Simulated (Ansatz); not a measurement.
**SiMo₃ under strain: Coordination and ⁹⁷Mo quadrupole coupling**

Cell: an entry of the Crystallography Open Database (COD), relaxed with PBE at fixed cell and then changed (z compressed by 3 %, ions relaxed).

```cif
data_structure
_symmetry_space_group_name_H-M 'P 1'
_symmetry_Int_Tables_number 1
_cell_length_a 4.8930
_cell_length_b 4.8930
_cell_length_c 4.7462
_cell_angle_alpha 90.000
_cell_angle_beta 90.000
_cell_angle_gamma 90.000
_cell_volume 113.63
loop_
_atom_site_label
_atom_site_type_symbol
_atom_site_fract_x
_atom_site_fract_y
_atom_site_fract_z
_atom_site_occupancy
Si1 Si 0.00000 0.00000 0.00000 1
Si2 Si 0.50000 0.50000 0.50000 1
Mo3 Mo 0.24986 0.00000 0.50000 1
Mo4 Mo 0.50000 0.74986 0.00000 1
Mo5 Mo 0.75014 0.00000 0.50000 1
Mo6 Mo 0.50000 0.25014 0.00000 1
Mo7 Mo 0.00000 0.50000 0.75000 1
Mo8 Mo 0.00000 0.50000 0.25000 1
```

Atom numbers follow the list; atoms alike are taken as one site, whose name carries the number of the first.

Method: Kohn–Sham DFT in Ansatz, PBE, plane waves and PAW, scalar-relativistic, 420 eV cutoff, Γ-centred 10×10×10 k-points, Fermi–Dirac smearing 0.05 eV.

Q(⁹⁷Mo) = 255.0 mb.

Q: Order the Mo environments from the weakest to the strongest quadrupole coupling.
A. Mo7: 10 Mo at 2.37–2.98 Å, 4 Si at 2.72 Å
B. Mo3: 10 Mo at 2.45–2.98 Å, 4 Si at 2.67–2.74 Å

A: B (27.6 MHz, η = 0.62), A (40.3 MHz, η = 0.00).

An axis of threefold or higher order runs through Mo7, so V_zz lies along it and η is zero.

With no gap above 0.1 eV, as in a metal, the gradients converge slowly in k; expect changes of a tenth or more on a denser mesh. Without spin–orbit coupling (the program notes it for Mo) the gradients can shift somewhat, as the gap is small. At this changed cell the PBE pressure is 11 GPa.
